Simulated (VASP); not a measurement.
# BP (F-43m) in VASP: further runs

The runs below take BP through single point, with HSE06, PBEsol.

Everything below comes from runs of VASP 6.6.1. Logs are shortened: lines on timing, memory, paths and dates and some standing lists are left out, and cuts for length are marked.

### Step 1. The crystal as given

Symmetry: F-43m, No. 216, cubic system. Conventional cell: a = 4.538 Å, b = 4.538 Å, c = 4.538 Å, α = 90.00°, β = 90.00°, γ = 90.00°. Around P (site symmetry -43m) lie 4 B at 1.97 Å. B (site symmetry -43m) has 4 P at 1.97 Å as nearest neighbours.

### Step 2. Single point, HSE06

POSCAR

```
BP
1.0
    0.0000000000      2.2690000000      2.2690000000
    2.2690000000      0.0000000000      2.2690000000
    2.2690000000      2.2690000000      0.0000000000
P B
1 1
Direct
    0.7500000000      0.7500000000      0.7500000000
    0.0000000000      0.0000000000      0.0000000000
```

INCAR.step1

```
SYSTEM = BP
PREC = Accurate
ENCUT = 500
EDIFF = 1E-5
ISMEAR = 0
SIGMA = 0.01
LREAL = .False.
LASPH = .True.
NELM = 100
ALGO = Normal
ISIF = 2
LWAVE = .True.
LCHARG = .False.
NKRED = 1
NBANDS = 12
GGA = PE
```

INCAR.step2

```
SYSTEM = BP
PREC = Accurate
ENCUT = 500
EDIFF = 1E-6
ISMEAR = 0
SIGMA = 0.01
LREAL = .False.
LASPH = .True.
NELM = 100
ALGO = Normal
ISIF = 2
LWAVE = .False.
LCHARG = .False.
GGA = PE
LHFCALC = .True.
HFSCREEN = 0.2
PRECFOCK = Fast
NKRED = 1
NBANDS = 12
ISTART = 1
```

KPOINTS

```
Automatic mesh
0
Gamma
  6 6 6
  0 0 0
```

Potentials or basis: VASP PAW PBE potentials, release 64 (P, B).

On the command line:

```
$ cat potpaw_PBE.64/P/POTCAR potpaw_PBE.64/B/POTCAR > POTCAR
$ cp INCAR.step1 INCAR
$ mpirun -np 1 vasp_std > vasp.out
$ cp INCAR.step2 INCAR
$ mpirun -np 1 vasp_std > vasp.out
```

OUTCAR:

```text
SYSTEM = BP
   PREC = Accurate
   ENCUT = 500
   EDIFF = 1E-6
   ISMEAR = 0
   LREAL = .False.
   LASPH = .True.
   NELM = 100
   ISIF = 2
   GGA = PE
   LHFCALC = .True.
   HFSCREEN = 0.2
   PRECFOCK = Fast
   NKRED = 1
   ISTART = 1

 Found     16 irreducible k-points:

 Following reciprocal coordinates:
            Coordinates               Weight
  0.000000  0.000000  0.000000      1.000000
  0.166667  0.000000  0.000000      8.000000
  0.333333  0.000000  0.000000      8.000000
  0.500000  0.000000  0.000000      4.000000
  0.166667  0.166667  0.000000      6.000000
  0.333333  0.166667  0.000000     24.000000
   k-points           NKPTS =     16   k-points in BZ     NKDIM =    216   number of bands    NBANDS=     12
   number of dos      NEDOS =    301   number of ions     NIONS =      2
   total plane-waves  NPLWV =  13824
   dimension x,y,z NGX =    24 NGY =   24 NGZ =   24
   dimension x,y,z NGXF=    48 NGYF=   48 NGZF=   48
   ions per type =               1   1
   NGX,Y,Z   is equivalent  to a cutoff of  12.43, 12.43, 12.43 a.u.
   NGXF,Y,Z  is equivalent  to a cutoff of  24.87, 24.87, 24.87 a.u.
 SYSTEM =  BP
   PREC   = accura    normal or accurate (medium, high low for compatibility)
   ISTART =      1    job   : 0-new  1-cont  2-samecut
   ICHARG =      0    charge: 1-file 2-atom 10-const
   ISPIN  =      1    spin polarized calculation?
   LNONCOLLINEAR =      F non collinear calculations
   LSORBIT =      F    spin-orbit coupling
   LASPH  =      T    aspherical Exc in radial PAW
   ENCUT  =  500.0 eV  36.75 Ry    6.06 a.u.   5.85  5.85  5.85*2*pi/ulx,y,z
   NELM   =    100;   NELMIN=  2; NELMDL=  0     # of ELM steps
   EDIFF  = 0.1E-05   stopping-criterion for ELM
   LREAL  =      F    real-space projection
   EDIFFG = 0.1E-04   stopping-criterion for IOM
   NSW    =      0    number of steps for IOM
   IBRION =     -1    ionic relax: 0-MD 1-quasi-New 2-CG
   NFREE  =      0    steps in history (QN), initial steepest desc. (CG)
   ISIF   =      2    stress and relaxation
   ISYM   =      3    0-nonsym 1-usesym 2-fastsym
   POTIM  = 0.5000    time-step for ionic-motion
   TEBEG  =    0.0;   TEEND  =   0.0 temperature during run
   PSTRESS=    0.0 pullay stress
   NELECT =       8.0000    total number of electrons
   NUPDOWN=      -1.0000    fix difference up-down
   EMIN   =  10.00;   EMAX   =-10.00  energy-range for DOS
   EFERMI =   0.00;   METHOD = LEGACY
   ISMEAR =     0;   SIGMA  =   0.01  broadening in eV -4-tet -1-fermi 0-gaus
   EFERMI_NEDOS =   21; number of points for ismear=-14 and -15
   IALGO  =     38    algorithm
   IMIX   =      1    mixing-type and parameters
     AMIX     =   0.40;   BMIX     =  1.00
     AMIX_MAG =   1.60;   BMIX_MAG =  1.00
  volume/ion in A,a.u.               =      11.68        78.83
  Fermi-wavevector in a.u.,A,eV,Ry     =   1.145320  2.164342 17.847562  1.311759
  Thomas-Fermi vector in A             =   2.282009
   LORBIT       =      0    0 simple, 1 ext, 2 COOP (PROOUT), +10 PAW based schemes
   GGA     = PE    functional components
   LHFCALC =     T    Hartree Fock is set to
   PRECFOCK=fast      Normal, Fast or Accurate (Low or Medium for compatibility)
   ENCUT4O =  -1.0   cutoff for four orbital integrals eV
   NKREDX  =     1    reduce k-point grid by
   NKREDY  =     1    reduce k-point grid by
   NKREDZ  =     1    reduce k-point grid by
   AEXX    =    0.2500 exact exchange contribution
   HFSCREEN=    0.2000 screening length (either q_TF or 0.3 A-1)
   HFSCREENC=   0.2000 screening length for correlation (either q_TF or 0.3 A-1)
   ENCUTFOCK=  -1.0 apply spherical cutoff to Coloumb kernel
   IVDW    =     0    specifies the selected vdW correction
   LEPSILON=     F    determine dielectric tensor
   LRPA    =     F    only Hartree local field effects (RPA)
 non-spin polarized calculation
 Gauss-broadening in eV      SIGMA  =   0.01
  energy-cutoff  :      500.00
  volume of cell :       23.36
 maximum number of plane-waves:       609
  NGX = 14; NGY = 14; NGZ = 14

 number of electron       8.0000000 magnetization

 Free energy of the ion-electron system (eV)
  ---------------------------------------------------
  ext. energy  EPLUGINS =         0.00000000
  ---------------------------------------------------
  free energy    TOTEN  =       -14.85663574 eV

  energy without entropy =      -14.85663574  energy(sigma->0) =      -14.85663574

 E-fermi :   7.0992     XC(G=0):  -8.9940

 val. band max:        6.9977934872   @ k =   0.0000   0.0000   0.0000
 cond. band min:       9.0775131509   @ k =   0.5000   0.5000   0.0000
 fundamental gap:      2.0797196637
 Fermi energy:         7.0992409383

 k-point     1 :       0.0000    0.0000    0.0000
  band No.  band energies     occupation
      1     -10.1028      2.00000
      2       6.9978      2.00000
      3       6.9978      2.00000
      4       6.9978      2.00000
      5      11.3524      0.00000
      6      11.3524      0.00000
      7      11.3524      0.00000
      8      15.7076      0.00000
      9      19.6166      0.00000
     10      20.4694      0.00000
     11      20.4694      0.00000
     12      24.0736      0.00000

 k-point     2 :       0.1667    0.0000    0.0000
  band No.  band energies     occupation
      1      -9.5561      2.00000
      2       3.9115      2.00000
      3       6.2885      2.00000
      4       6.2885      2.00000
      5      11.9927      0.00000
      6      12.3245      0.00000
      7      12.3245      0.00000
      8      17.0534      0.00000
      9      19.1833      0.00000
     10      19.1833      0.00000
     11      20.9620      0.00000
     12      23.5129      0.00000

 k-point     3 :       0.3333    0.0000    0.0000
  band No.  band energies     occupation
      1      -7.9964      2.00000
      2      -0.4364      2.00000
      3       5.3919      2.00000
      4       5.3919      2.00000
      5      11.8760      0.00000
      6      12.9089      0.00000
      7      12.9089      0.00000
      8      18.4610      0.00000
      9      20.2420      0.00000
     10      20.2420      0.00000
     11      21.7534      0.00000
     12      26.3908      0.00000

 k-point     4 :       0.5000    0.0000    0.0000
  band No.  band energies     occupation
      1      -6.4393      2.00000
      2      -3.0052      2.00000
      3       5.0633      2.00000
      4       5.0633      2.00000
      5      11.7563      0.00000
      6      12.7388      0.00000
      7      12.7388      0.00000
      8      18.3812      0.00000
      9      23.2207      0.00000
     10      23.2207      0.00000
     11      23.3016      0.00000
     12      26.0743      0.00000

 k-point     5 :       0.1667    0.1667    0.0000
  band No.  band energies     occupation
      1      -9.3725      2.00000
      2       4.8678      2.00000
      3       5.1317      2.00000
      4       5.1317      2.00000
      5      10.2974      0.00000
      6      13.9984      0.00000
      7      13.9984      0.00000
      8      15.0354      0.00000
      9      19.0359      0.00000
     10      21.2376      0.00000
     11      21.7676      0.00000
     12      25.4380      0.00000

 k-point     6 :       0.3333    0.1667    0.0000
  band No.  band energies     occupation
      1      -8.1355      2.00000
      2       1.1304      2.00000
      3       4.2379      2.00000
      4       4.2502      2.00000
      5      10.8221      0.00000
      6      14.2982      0.00000
      7      14.7970      0.00000
      8      15.1643      0.00000
      9      21.1110      0.00000
     10      22.0276      0.00000
     11      23.1982      0.00000
     12      26.0958      0.00000

 [... further k-points ...]

------------------------ aborting loop because EDIFF is reached ----------------------------------------

  FORCE on cell =-STRESS in cart. coord.  units (eV):
  Direction    XX          YY          ZZ          XY          YZ          ZX
  --------------------------------------------------------------------------------------
  -------------------------------------------------------------------------------------
  Total       -0.2994483     -0.2994483     -0.2994483      0.0000000     -0.0000000     -0.0000000
  in kB      -20.5351984    -20.5351984    -20.5351984      0.0000000     -0.0000000     -0.0000000
  external PRESSURE =     -20.5351984 kB  Pullay stress =       0.0000000 kB

 VOLUME and BASIS-vectors are now :
 -----------------------------------------------------------------------------
  energy-cutoff  :      500.00
  volume of cell :       23.36
      direct lattice vectors                 reciprocal lattice vectors
     0.000000000  2.269000000  2.269000000    -0.220361393  0.220361393  0.220361393
     2.269000000  0.000000000  2.269000000     0.220361393 -0.220361393  0.220361393
     2.269000000  2.269000000  0.000000000     0.220361393  0.220361393 -0.220361393

 POSITION                                       TOTAL-FORCE (eV/Angst)
 -----------------------------------------------------------------------------------
      3.40350      3.40350      3.40350        -0.000000     -0.000000     -0.000000
      0.00000      0.00000      0.00000         0.000000      0.000000      0.000000
 -----------------------------------------------------------------------------------
    total drift:                                0.000000      0.000000     -0.000000

  FREE ENERGIE OF THE ION-ELECTRON SYSTEM (eV)
  ---------------------------------------------------
  free  energy   TOTEN  =       -14.8566357419 eV

  energy  without entropy=      -14.8566357419  energy(sigma->0) =      -14.85663574
```

It took 1.9 min on 1 thread of AMD EPYC 9R14 (Zen 4), shared host; peak memory 0.21 GiB.

The run converged, but some of its settings lie outside the range that counts as converged, so its numbers aren't taken as properties of the crystal.

What came out:

- Free energy: -14.8566 eV
- Pressure: -2.1 GPa
- Band gap on the k mesh: 2.08 eV, indirect (least direct gap 4.35 eV)

Caveat: the PAW data sets were made with another functional, which shifts forces and pressure a little.

### Step 3. Single point, HSE06

POSCAR is that of step 2.

INCAR.step1 is that of step 2.

INCAR.step2 is that of step 2.

KPOINTS

```
Automatic mesh
0
Gamma
  7 7 7
  0 0 0
```

Potentials or basis: VASP PAW PBE potentials, release 64 (P, B).

On the command line:

```
$ cat potpaw_PBE.64/P/POTCAR potpaw_PBE.64/B/POTCAR > POTCAR
$ cp INCAR.step1 INCAR
$ mpirun -np 1 vasp_std > vasp.out
$ cp INCAR.step2 INCAR
$ mpirun -np 1 vasp_std > vasp.out
```

Wall time 3.6 min (1 thread of AMD EPYC 9R14 (Zen 4), shared host); peak memory 0.21 GiB.

These settings aren't checked as converged: the numbers below hold their error.

Results:

| Item | Value |
| --- | --- |
| Free energy | -14.8668 eV |
| Pressure | -2.1 GPa |
| Band gap on the k mesh | 1.98 eV, indirect (least direct gap 4.35 eV) |

Caveat: the PAW data sets were made with another functional, which shifts forces and pressure a little; an odd mesh through Γ misses points on the zone boundary, where band edges often lie.

### Step 4. Single point, PBEsol

INCAR

```
SYSTEM = BP
ALGO = Fast
EDIFF = 1E-6
ENCUT = 520
GGA = PS
ISIF = 2
ISMEAR = 0
LASPH = .True.
LCHARG = .False.
LREAL = .False.
LWAVE = .False.
NELM = 60
PREC = Accurate
SIGMA = 0.02
```

KPOINTS

```
k-points
0
Gamma
  10 10 10
  0 0 0
```

POSCAR: that of step 3 with these lines changed.

```diff
@@ -7,4 +7,4 @@
 1 1
-Direct
-    0.7500000000      0.7500000000      0.7500000000
+Cartesian
+    3.4035000000      3.4035000000      3.4035000000
     0.0000000000      0.0000000000      0.0000000000
```

On the command line:

```
$ cat potpaw_PBE.64/P/POTCAR potpaw_PBE.64/B/POTCAR > POTCAR
$ mpirun -np 1 vasp_std > vasp.out
```

It took 7.1 s on 1 thread of Intel Xeon Platinum 8488C (Sapphire Rapids), shared host; peak memory 0.13 GiB.

The run converged. Its results:

```
Free energy            : -13.6722 eV
Pressure               : -1.9 GPa
Band gap on the k mesh : 1.13 eV, indirect (least direct gap 3.36 eV)
```

Levels at points of the mesh, in eV from the valence-band top:
```csv
k point,band 2,band 3,band 4,band 5,band 6,band 7
"(0.00, 0.00, 0.00)",0.00,0.00,0.00,3.36,3.36,3.36
"(0.50, 0.00, 0.00)",-9.10,-1.77,-1.77,3.73,4.65,4.65
"(0.50, 0.50, 0.00)",-8.60,-4.15,-4.15,1.23,1.52,12.10
```

Caveat: the PAW data sets were made with another functional, which shifts forces and pressure a little.
